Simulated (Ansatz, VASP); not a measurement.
## Two plane-wave programs on SiO2

INCAR

```
  PREC = Accurate
  ENCUT = 520
  EDIFF = 1E-6
  ISMEAR = 0
  SIGMA = 0.05
  LREAL = F
  LASPH = T
  NELM = 100
  ALGO = Normal
  ISIF = 2
  LWAVE = F
  LCHARG = F
  NBANDS = 25
```

Contents of KPOINTS:

```
Automatic mesh
0
Gamma
  6 6 8
```

File POSCAR:

```
SiO2
1.0
    4.1551517022      0.0000000000      0.0000000000
    0.0000000000      4.1551517022      0.0000000000
    0.0000000000      0.0000000000      2.4058000000
Si O
2 4
Direct
    0.5000000000      0.5000000000      0.5000000000
    0.0000000000      0.0000000000      0.0000000000
    0.6944252994      0.6944252994      0.0000000000
    0.1944252994      0.8055747006      0.5000000000
    0.3055747006      0.3055747006      0.0000000000
    0.8055747006      0.1944252994      0.5000000000
```

Input for Ansatz:

```yaml
crystal:
  lattice:
    - [4.1551517022, 0.0, 0.0]
    - [0.0, 4.1551517022, 0.0]
    - [0.0, 0.0, 2.4058]
  atoms:
    - { symbol: Si, position: [0.5, 0.5, 0.5] }
    - { symbol: Si, position: [0.0, 0.0, 0.0] }
    - { symbol: O, position: [0.6944252994, 0.6944252994, 0.0] }
    - { symbol: O, position: [0.1944252994, 0.8055747006, 0.5] }
    - { symbol: O, position: [0.3055747006, 0.3055747006, 0.0] }
    - { symbol: O, position: [0.8055747006, 0.1944252994, 0.5] }
basis:
  ecutwfc: 520.0
kpoints:
  mp_grid: { grid: [6, 6, 8] }
hamiltonian:
  xc: lda
  pseudopotentials: { kind: paw, azcp: { folder: soft_1 } }
scf:
  occupations: { method: gaussian, width: 0.05 }
output:
  forces: true
  stress: true
  eigenvalues: true
  write_density: true
  write_potential: true
  elf: true
  volumetric_format: npy
```

Alike in both runs: task single point; functional LDA; k mesh 6 × 6 × 8; occupations gaussian, width 0.05 eV; no spin polarisation.

|  | VASP | Ansatz |
| --- | --- | --- |
| version | VASP 6.6.1 | Ansatz 0.2.0 |
| potentials or method | VASP PAW LDA potentials, release 64 (Si, O) | scalar-relativistic, plane waves, PAW |
| plane-wave cutoff (eV) | 520 | 520 |
| valence electrons in the cell | 32 | 32 |

```tsv
	VASP	Ansatz	Ansatz less VASP
gap on the k mesh at the Fermi level (eV)	7.84	7.85	+0.010
least direct gap on the mesh (eV)	7.84	7.85	+0.010
rms of the force components (eV/Å)	0.319	0.274	-0.0448
```

Atom by atom the forces differ by 0.045 eV/Å (rms over components). Ansatz warned: «pseudo_functional_mismatch».

 A k mesh can miss the band edges. A hybrid or GW would open this gap; LDA tends to underestimate it.
